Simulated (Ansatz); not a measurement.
# Y2NS2 MXene monolayer in a perpendicular field

What dipole does a perpendicular field induce in the Y2NS2 MXene monolayer? A positive field points along +c.

Program: Ansatz 0.2.0. Level of theory: plane-wave DFT, r2SCAN-D4, Ansatz PAW. Results are calculated unless marked as measured.

### 1. The starting structure

The cell holds 5 atoms: 2 S, 2 Y and 1 N. Its edges and angles: a = 3.406 Å, b = 3.406 Å, c = 44.161 Å, α = 90.0°, β = 90.0°, γ = 120.0°. Vacuum lies along c.

### 2. Relaxing the slab

The starting cell is a guess, so the in-plane lattice and the atoms are relaxed first, with the slab cut off from its images along the normal.

File input.yaml:

```yaml
crystal:
  lattice:
    - [3.40626, 0.0, 0.0]
    - [-1.70313, 2.9499076919, 0.0]
    - [0.0, 0.0, 44.1610554266]
  atoms:
    - { symbol: S, position: [0.3333333333, 0.6666666667, 0.4257144631] }
    - { symbol: "Y", position: [0.6666666667, 0.3333333333, 0.4695655044], spin: 1.0 }
    - { symbol: "N", position: [0.0, 0.0, 0.5] }
    - { symbol: "Y", position: [0.3333333333, 0.6666666667, 0.5304344956], spin: 1.0 }
    - { symbol: S, position: [0.6666666667, 0.3333333333, 0.5742855369] }
  periodic: [true, true, false]
magnetization:
  spin_polarized: true
kpoints:
  mp_grid: { grid: [12, 12, 1] }
hamiltonian:
  xc: r2scan
  dispersion: d4
scf:
  occupations: { method: fermi_dirac, width: 0.05 }
  convergence: { dr2_threshold: 1.0e-09 }
relax:
  f_tol: 0.004
  max_steps: 90
  cell: {}
output:
  write_potential: true
  write_density: true
  volumetric_format: npy
```

Started as:

```bash
$ ansatz run input.yaml --threads 4 --pin off --max-ram 12288MiB --backend cpu --events-out ev --progress --plain --runs-dir out
```

Numbers of over 12 decimals in the logs are rounded to 6 here.

The program printed:

```text
Warning: relax.cell: scf.convergence.dr2_threshold = 1e-9 eV is looser than the 1.82303070341e-10 eV advised for a relaxation that steers and ends on the stress (1e-10 eV for each atom of the cell: 5, times the square of relax.cell.stress_2d_tol = 0.05 N/m over 16.6 Å (the atoms' height at the walk's start and 5 Å past either face), 3.019e-2 GPa, over a crystal's default 0.05). What an SCF threshold leaves in a stress goes as its square root, and in the free energy as the threshold itself, and one threshold admits the most on a small cell: [figures from the program's tests cut] Set scf.convergence.dr2_threshold to 1.82303070341e-10 eV or tighter. [rest of the remark cut]
Engine: ansatz 0.2.0, aarch64-unknown-linux-gnu
Pseudopotentials: kind: paw
Pseudopotential: S, paw, valence charge 6, recommended cutoff 500 eV (meta_gga), S.paw.azcp
Pseudopotential: Y, paw, valence charge 11, recommended cutoff 500 eV (meta_gga), Y.paw.azcp
Pseudopotential: N, paw, valence charge 5, recommended cutoff 500 eV (meta_gga), N.paw.azcp
Functional definition: r2SCAN
  parameter k0 = 0.174
  parameter k1 = 0.065
  parameter a1 = 4.9479
  exchange = r2scan_x(k0 = k0, k1 = k1, a1 = a1)
  correlation = r2scan_c
Crystal: 5 atoms, lattice volume = 443.737 Å³
Basis set: ecut = 500 eV, 11333 PW (Γ), exchange–correlation on 100×100×1296 points (64 copies of the dense FFT grid, shifted against one another)
Bands: 26, of which v1, the nominal top of the filled ones, is band 20 counted from 1 (19 counted from 0)
Symmetry: 12 space group operations
Space group: P-3m1 (ITA 164), of the structure as read, at distance tolerance 7.6e-5 Å
Magnetic group: BNS 164.85 (UNI 1315), of the structure as read, at distance tolerance 7.6e-5 Å
k-points: 19 of 144
Non-local potential: S, projectors of the file, l = 0: 2, l = 1: 2, l = 2: 2
Non-local potential: Y, projectors of the file, l = 0: 3, l = 1: 2, l = 2: 2, l = 3: 1
Non-local potential: N, projectors of the file, l = 0: 2, l = 1: 2, l = 2: 1
PAW form: soft (Blöchl's): semilocal exchange-correlation on the pseudo side does not see the compensation charge
PAW frozen core: S, regenerated for the run's functional (the file was generated under x = pbe(κ = 0.804, μ = 0.219515), c = pbe(β = 0.066725))
PAW frozen core: Y, regenerated for the run's functional (the file was generated under x = pbe(κ = 0.804, μ = 0.219515), c = pbe(β = 0.066725))
PAW frozen core: N, regenerated for the run's functional (the file was generated under x = pbe(κ = 0.804, μ = 0.219515), c = pbe(β = 0.066725))
PAW one-centre angular grid: S, 302 points (default); XC on 160 Gauss nodes
PAW one-centre angular grid: Y, 590 points (default); XC on 160 Gauss nodes
PAW one-centre angular grid: N, 302 points (default); XC on 160 Gauss nodes
Initial density: superposition of atomic densities (neutral atoms: chi_scale 0, normalization atom)
Starting moments: Σ|m| = 2 μB on 2 of 5 sites
Initial wavefunctions: pseudopotential atomic-orbital guess
Functional: x = r2scan, c = r2scan; τ floored in thin density (d = 2e-4 eV/Å³)
SCF iter   1: F=—  HF=-9925.209218 eV  |F-HF|=—  |Δ(HF+E_count)|=         —  Δρ=2.22e-2 (↑2.17e-2 ↓2.22e-2)  dr2=1.31e1  dr2_τ=2.58e-1  dr2_m=1.52e-1  M=0.391 μB ∫|m|=0.604 μB  β_m=0.37  ethr=3.10e-3  ⟨swp⟩=12.6  Hψ=7533  notcnv=0
Mixer restart at iter 1: flushing history
preconditioner: auto → LDOS  [metal: Δε(μ)=0.049 eV  Ē_g=8.539 eV  σ=0.050 eV  W_gap=0.24  n_scr=24 (ndim 8)  ℏωp=8.1 eV  f_vac=0.759  D(μ)=2.97/eV (n_scr^D=14)]
spin=Collinear: LDOS preconditioning applied to the charge; magnetization (m = ρ↑ − ρ↓) channel mixes plain (no charge-response kernel on spin).
SCF iter   2: F=—  HF=-9922.974409 eV  |F-HF|=—  |Δ(HF+E_count)|=    2.23e0  Δρ=8.86e-3 (↑8.86e-3 ↓8.44e-3)  dr2=1.50e0  dr2_τ=5.52e-2  dr2_m=7.32e-2  M=0.244 μB ∫|m|=0.498 μB  β_m=0.36  ethr=3.10e-3  ⟨swp⟩=4.6  Hψ=2595  notcnv=0  defer=45  κ⁻¹=1.0e0(r=1)
SCF iter   3: F=—  HF=-9923.015515 eV  |F-HF|=—  |Δ(HF+E_count)|=   4.11e-2  Δρ=5.93e-3 (↑5.93e-3 ↓5.12e-3)  dr2=3.78e-1  dr2_τ=3.38e-3  dr2_m=2.58e-2  M=0.142 μB ∫|m|=0.368 μB  β_m=0.36  ethr=3.10e-3  ⟨swp⟩=3.3  Hψ=2154  notcnv=0  defer=45  κ⁻¹=3.2e-2(r=2)
SCF iter   4: F=—  HF=-9923.128495 eV  |F-HF|=—  |Δ(HF+E_count)|=   1.13e-1  Δρ=3.59e-3 (↑3.59e-3 ↓3.07e-3)  dr2=1.74e-1  dr2_τ=1.01e-3  dr2_m=8.96e-3  M=0.098 μB ∫|m|=0.278 μB  β_m=0.30  ethr=9.70e-4  ⟨swp⟩=2.8  Hψ=1674  notcnv=0  defer=45  κ⁻¹=4.6e-3(r=3)
SCF iter   5: F=—  HF=-9923.208651 eV  |F-HF|=—  |Δ(HF+E_count)|=         —  Δρ=1.19e-3 (↑1.19e-3 ↓1.02e-3)  dr2=9.50e-3  dr2_τ=1.67e-4  dr2_m=2.29e-3  M=0.019 μB ∫|m|=0.090 μB  β_m=0.30  ethr=4.46e-4  ⟨swp⟩=3.3  Hψ=2138  notcnv=0  defer=45  κ⁻¹=4.6e-3(r=3)
SCF iter   6: F=—  HF=-9923.210084 eV  |F-HF|=—  |Δ(HF+E_count)|=   1.43e-3  Δρ=7.69e-4 (↑7.69e-4 ↓7.25e-4)  dr2=4.99e-3  dr2_τ=5.31e-5  dr2_m=1.16e-3  M=0.021 μB ∫|m|=0.084 μB  β_m=0.30  ethr=2.44e-5  ⟨swp⟩=2.9  Hψ=1989  notcnv=0  defer=45  κ⁻¹=1.1e-4(r=4)
SCF iter   7: F=—  HF=-9923.213281 eV  |F-HF|=—  |Δ(HF+E_count)|=   3.20e-3  Δρ=2.97e-4 (↑2.82e-4 ↓2.97e-4)  dr2=3.51e-4  dr2_τ=1.29e-5  dr2_m=2.52e-4  M=0.013 μB ∫|m|=0.039 μB  β_m=1.00  ethr=1.28e-5  ⟨swp⟩=3.3  Hψ=2222  notcnv=0  defer=45  κ⁻¹=1.8e-5(r=5)
SCF iter   8: F=—  HF=-9923.213710 eV  |F-HF|=—  |Δ(HF+E_count)|=   4.29e-4  Δρ=1.48e-4 (↑1.30e-4 ↓1.48e-4)  dr2=1.29e-4  dr2_τ=5.46e-6  dr2_m=4.68e-5  M=0.011 μB ∫|m|=0.024 μB  β_m=1.00  ethr=8.99e-7  ⟨swp⟩=3.4  Hψ=2200  notcnv=0  defer=45  κ⁻¹=1.7e-5(r=6)
SCF iter   9: F=—  HF=-9923.213889 eV  |F-HF|=—  |Δ(HF+E_count)|=   1.79e-4  Δρ=4.09e-5 (↑4.06e-5 ↓4.09e-5)  dr2=1.83e-5  dr2_τ=3.03e-7  dr2_m=5.86e-7  M=0.007 μB ∫|m|=0.010 μB  β_m=1.00  ethr=3.30e-7  ⟨swp⟩=3.0  Hψ=2120  notcnv=0  defer=45  κ⁻¹=1.6e-6(r=7)
SCF iter  10: F=—  HF=-9923.213928 eV  |F-HF|=—  |Δ(HF+E_count)|=   3.94e-5  Δρ=2.22e-5 (↑1.84e-5 ↓2.22e-5)  dr2=6.28e-6  dr2_τ=9.03e-8  dr2_m=1.19e-7  M=0.006 μB ∫|m|=0.008 μB  β_m=1.00  ethr=4.69e-8  ⟨swp⟩=3.6  Hψ=2292  notcnv=0  defer=45  κ⁻¹=2.5e-7(r=8)
SCF iter  11: F=—  HF=-9923.213949 eV  |F-HF|=—  |Δ(HF+E_count)|=   2.13e-5  Δρ=6.93e-6 (↑6.33e-6 ↓6.93e-6)  dr2=3.79e-7  dr2_τ=1.23e-8  dr2_m=4.99e-8  M=0.005 μB ∫|m|=0.006 μB  β_m=1.00  ethr=1.61e-8  ⟨swp⟩=3.0  Hψ=2019  notcnv=0  defer=45  κ⁻¹=3.5e-7(r=8)
SCF iter  12: F=—  HF=-9923.213951 eV  |F-HF|=—  |Δ(HF+E_count)|=   1.46e-6  Δρ=4.42e-6 (↑3.56e-6 ↓4.42e-6)  dr2=1.15e-7  dr2_τ=3.68e-9  dr2_m=1.78e-8  M=0.005 μB ∫|m|=0.005 μB  β_m=1.00  ethr=9.72e-10  ⟨swp⟩=3.7  Hψ=2458  notcnv=0  defer=45  κ⁻¹=9.3e-7(r=8)
[...]
Basis set: ecut = 500 eV, 13385 PW (Γ), exchange–correlation on 120×120×1296 points (64 copies of the dense FFT grid, shifted against one another)
Initial wavefunctions: pseudopotential atomic-orbital guess (no wavefunctions were taken with the density)
iter 1 solved again at ethr=7.05e-8 eV; its pass at ethr=3.10e-3 eV (dr2=2.75e-5 eV) is discarded
SCF iter   1: F=—  HF=-9924.049279 eV  |F-HF|=—  |Δ(HF+E_count)|=         —  Δρ=8.33e-5 (↑8.33e-5 ↓8.33e-5)  dr2=1.54e-5  dr2_τ=2.53e-5  dr2_m=3.76e-13  M=0.000 μB ∫|m|=0.000 μB  β_m=0.30  ethr=7.05e-8  ⟨swp⟩=6.9  Hψ=12362  notcnv=0
spin=Collinear: LDOS preconditioning applied to the charge; magnetization (m = ρ↑ − ρ↓) channel mixes plain (no charge-response kernel on spin).
SCF iter   2: F=—  HF=-9924.049552 eV  |F-HF|=—  |Δ(HF+E_count)|=   2.72e-4  Δρ=5.83e-5 (↑5.83e-5 ↓5.83e-5)  dr2=7.33e-6  dr2_τ=2.49e-6  dr2_m=2.19e-13  M=0.000 μB ∫|m|=0.000 μB  β_m=0.39  ethr=3.94e-8  ⟨swp⟩=3.1  Hψ=2123  notcnv=0  κ⁻¹=1.0e0(r=1)
SCF iter   3: F=—  HF=-9924.049602 eV  |F-HF|=—  |Δ(HF+E_count)|=   4.99e-5  Δρ=2.58e-5 (↑2.58e-5 ↓2.58e-5)  dr2=1.44e-6  dr2_τ=4.80e-7  dr2_m=5.07e-14  M=0.000 μB ∫|m|=0.000 μB  β_m=1.00  ethr=1.88e-8  ⟨swp⟩=3.0  Hψ=1850  notcnv=0  κ⁻¹=1.3e-1(r=2)
SCF iter   4: F=—  HF=-9924.049620 eV  |F-HF|=—  |Δ(HF+E_count)|=   1.89e-5  Δρ=2.19e-6 (↑2.19e-6 ↓2.19e-6)  dr2=5.10e-8  dr2_τ=3.23e-9  dr2_m=1.18e-14  M=0.000 μB ∫|m|=0.000 μB  β_m=1.00  ethr=3.69e-9  ⟨swp⟩=3.0  Hψ=2020  notcnv=0  κ⁻¹=1.0e-3(r=3)
SCF iter   5: F=—  HF=-9924.049620 eV  |F-HF|=—  |Δ(HF+E_count)|=   2.18e-8  Δρ=9.69e-7 (↑9.69e-7 ↓9.67e-7)  dr2=1.58e-8  dr2_τ=3.16e-10  dr2_m=1.42e-14  M=0.000 μB ∫|m|=0.000 μB  β_m=0.79  ethr=1.31e-10  ⟨swp⟩=3.1  Hψ=2143  notcnv=0  κ⁻¹=2.6e-4(r=4)
SCF iter   6: F=—  HF=-9924.049620 eV  |F-HF|=—  |Δ(HF+E_count)|=   2.29e-9  Δρ=3.08e-7 (↑3.06e-7 ↓3.08e-7)  dr2=3.25e-9  dr2_τ=3.36e-11  dr2_m=3.83e-14  M=0.000 μB ∫|m|=0.000 μB  β_m=0.30  ethr=4.06e-11  ⟨swp⟩=2.7  Hψ=1865  notcnv=0  κ⁻¹=1.2e-5(r=5)
SCF iter   7: F=-9924.049620 eV  HF=-9924.049620 eV  |F-HF|=4.03e-9  |Δ(HF+E_count)|=   1.68e-8  Δρ=1.79e-7 (↑1.79e-7 ↓1.77e-7)  dr2=5.66e-10  dr2_τ=2.31e-11  dr2_m=6.22e-14  M=0.000 μB ∫|m|=0.000 μB  ethr=2.56e-12  ⟨swp⟩=11.4  Hψ=8044  notcnv=0
the starting moments were not kept: the SCF closed with an absolute magnetisation of 1.4e-7 μB, where they sum to 2 μB in size (2 sites). That is at most 0.1 of that sum. Measured as dr2_m measures the in/out step, that magnetisation stands 1.1e-15 eV from none, at or under the dr2_threshold of 1.0e-9 eV: it is no larger than a step whose dr2_m would equal this threshold.
SCF 8 converged in 7 iterations: F = -9924.049620 eV  dr2 = 5.66e-10
relax step   8: F+E_penalty+E_count = -9924.04962049 eV  Δ(F+E_penalty+E_count) = -6.374e-3 eV  max|allowed force component| = 3.777e-4 eV/Å  Δτ_max = 0.0000 Å  P = +0.039 N/m  Ω = 527.794 Å³  fix = [c, alpha, beta]  reactions: c +0.000 N/m  stress off target by 3.93e-2 N/m on what of the cell is left free  SCF on the basis re-selected at this cell (its energy is not comparable with the rows above)  (7 SCF iters)
basis re-selected at this cell: Δ(F+E_penalty+E_count) = -6.374e-3 eV, ΔP = +0.039 N/m vs the last step (what re-selecting the basis moved, of the pressure what is left beyond the Pulay correction that the steps carried, after the strain that the cell walked since its last selection, with what the two solves' SCF thresholds leave and, on support functions, any second-order correction that the steps lacked; it is no measure of the basis error at this ecutwfc). The dense FFT grid was sized anew with the basis: this SCF ran on 30×30×324 points, the steps before it on 25×25×324, so part of this shift can come from that change (see relax.cell in the input reference). [rest of the remark cut]
WARN: The output density's exchange-correlation potential varies sharply where the density is thin. Do not read a vacuum level from v_tot or v_xc, or from such a field of the output density. On a cell that repeats whose density bears no net charge and no dipole along the vacuum's axis use v_es (v_loc + v_h of the components); under efield.dipole_correction with no amplitude use v_es + v_field, which holds any externa [...]
SCF converged after 7 iterations
Stability not checked: this state was not tested for a lower state beside it, because the mixer in use, unlike msr1, does not test its closes by its own steps (another_mixer; see scf.mixing.algorithm and scf.lower_state_search)
Magnetization: 0.0000 μB (19.5000 up, 19.5000 down)
Absolute magnetization: 0.0000 μB (∫|ρ↑−ρ↓|, with the PAW one-centre terms)
Spin contamination: 0.0000 ħ² per cell (⟨S²⟩ above its minimum at these occupations)
Per-site moments (μB) at R_I (Å): [(-6.4550031534169755e-9, 1.087821), (5.762516102711133e-9, 1.054344), (4.696888144855998e-9, 1.054344), (5.762516140735687e-9, 1.054344), (-6.4550031615657765e-9, 1.087821)]
Free energy (F): -9924.049620 eV
Harris-Foulkes:  -9924.049620 eV  (|F-HF|=4.03e-9)
Internal energy: -9924.023054 eV  (E = F + TS)
E sigma→0 (E₀):  -9924.036337 eV
Entropy (-TS):   -0.026566 eV (-5.313 meV/atom)
Fermi energy:    -7.524893 eV
--- Per-component energies (eV) ---
  E_band       = -811.257379
  E_kinetic    = 952.985289
  E_local      = -102112.160429  (includes V_loc(G=0)·N_el)
  E_nonlocal   = 200.292170
  E_hartree    = 50478.788063
  E_xc         = -581.327868
  E_vxc        = -720.926710  (∫ρ·V_xc dr)
  E_paw        = -7030.103920  (= ΣΔE_a)
  E_vpaw       = -127.560977  (= ΣTr[D̂ρ^β])
  E_aug_tail   = 0.000025  (compensation charges beyond the density's cutoff)
  E_vtau       = 38.535201  (kinetic-family band-sum trace: ∫τ·v_τ [+ j·A + Jᵃ·Aᵃ] dr)
  E_ewald      = 48168.446037
  E_disp       = -0.385416  (pairwise vdW)
  E_core_change = -0.557005  (= ΣΔE_core)
  E_smearing   = -0.026566  (= −TS)
  E_closure    = 0.000000  (closes the sum)
  Σ components = -9924.049620   (vs F -9924.049620, Δ=0.00e0)
--- Forces (eV/Å), atoms counted from 1 ---
  atom   1  S      0.00000000     0.00000000     0.00011833
  atom   2  Y     -0.00000000    -0.00000000    -0.00037775
  atom   3  N      0.00000000     0.00000000     0.00000000
  atom   4  Y      0.00000000     0.00000000     0.00037775
  atom   5  S      0.00000000    -0.00000000    -0.00011833
  max |Σ_I F_I| component: 5.78e-19 eV/Å
--- 2D stress c σ (N/m, compression-positive) ---
        0.039326       0.000000      -0.000000
       -0.000000       0.039326      -0.000000
       -0.000000      -0.000000       0.000000
  P = ½ c Tr σ = 0.0393 N/m
--- Band table (eV; the first three rows and the last of 38) ---
  k-point 0 ↑: bands = [... 16 lower, -7.8183, -7.4723, -7.0175, -7.0175, -3.5647, -3.5647, -3.1994, -2.4783, ... 2 higher]
  k-point 1 ↑: bands = [... 16 lower, -7.8294, -7.3618, -7.2319, -7.1211, -3.7182, -3.3995, -3.1708, -2.3090, ... 2 higher]
  k-point 2 ↑: bands = [... 16 lower, -8.1074, -7.8700, -7.3406, -7.2186, -4.1333, -2.9949, -2.9942, -2.1826, ... 2 higher]
  k-point 18 ↓: bands = [... 16 lower, -8.4458, -8.4458, -8.2967, -8.2967, -3.0571, -3.0571, -2.5078, -1.0594, ... 2 higher]
  the weakly bound empty levels are not read free of the cell's end (no_gap_told)
--- Relaxed structure (7 steps of the walk, 7 accepted, 1 SCFs on fresh bases) ---
  F+E_penalty+E_count = -9924.04962049 eV   max|allowed force component| = 3.777e-4 eV/Å   (the final SCF, on the basis selected at the relaxed cell)
  cell:  # Å, volume = 527.7939 Å³
    - [3.714900, 0, 0]
    - [-1.857450, 3.217198, 0]
    - [0, 0, 44.1610554266]
  atoms:
    - { symbol: S, position: [0.333333, 0.666667, 0.433772] }
    - { symbol: Y, position: [0.666667, 0.333333, 0.468518] }
    - { symbol: N, position: [0, 0, 0.5] }
    - { symbol: Y, position: [0.333333, 0.666667, 0.531482] }
    - { symbol: S, position: [0.666667, 0.333333, 0.566228] }
```

The job ended after 2.8 min (4 threads of Arm Neoverse V2, shared host; peak memory 2.4 GiB).

Step by step:

```csv
step,energy less that of the first step (eV),largest force component (eV/Å),volume (Å³)
1,0.0000,2.4099,443.74
2,-0.5253,1.6487,485.18
3,-0.8025,0.4732,523.55
4,-0.8280,0.0647,523.76
5,-0.8292,0.0118,526.03
6,-0.8293,0.0078,527.82
7,-0.8293,0.0001,527.79
8*,-0.8357,0.0004,527.79
```

Relaxation steps marked * repeat the geometry before them on a plane-wave basis chosen anew for their cell, so energy and pressure can jump there.

Forces are held to the 12 operations that the run works with; a distortion that breaks them can't arise in this run.

```csv
cell as run,before,after,change
a (Å),3.406,3.715,+9.1 %
b (Å),3.406,3.715,+9.1 %
```

The atoms that moved most (Å, along periodic axes as changes of fractional coordinates times the final cell, across vacuum about the mean position):

```csv
atom,dx,dy,dz,length
S1,0.000,0.000,0.356,0.356
S5,0.000,0.000,-0.356,0.356
Y4,0.000,0.000,0.046,0.046
Y2,0.000,0.000,-0.046,0.046
```

The relaxed structure:

```xyz
5
Lattice="3.7149 0.0000 0.0000 -1.8575 3.2172 0.0000 0.0000 0.0000 44.1611" Properties=species:S:1:pos:R:3
S     0.0000    2.1448   19.1558
Y     1.8575    1.0724   20.6902
N     0.0000    0.0000   22.0805
Y     0.0000    2.1448   23.4708
S     1.8575    1.0724   25.0052
```

This step gave:

- energy at zero smearing: -9924.0363 eV

The lattice constant a goes from 3.406 to 3.715 Å.

(Continued in part 2 of 3.)

[Logs are printed without paths, hosts, clocks, repeated set-up lines and the standing remarks that a program may print on its own settings, such as how far it seeks lower states.]

[Hosts, paths, dates, database ids (printed as entryN), source tags and the programs' standing remarks are cut or masked in the printed files.]

[Maps of the electrostatic potential energy from Ansatz leave out the sawtooth potential of an applied field or a dipole correction, so their vacuum need not be flat; planar profiles and work functions include it.]
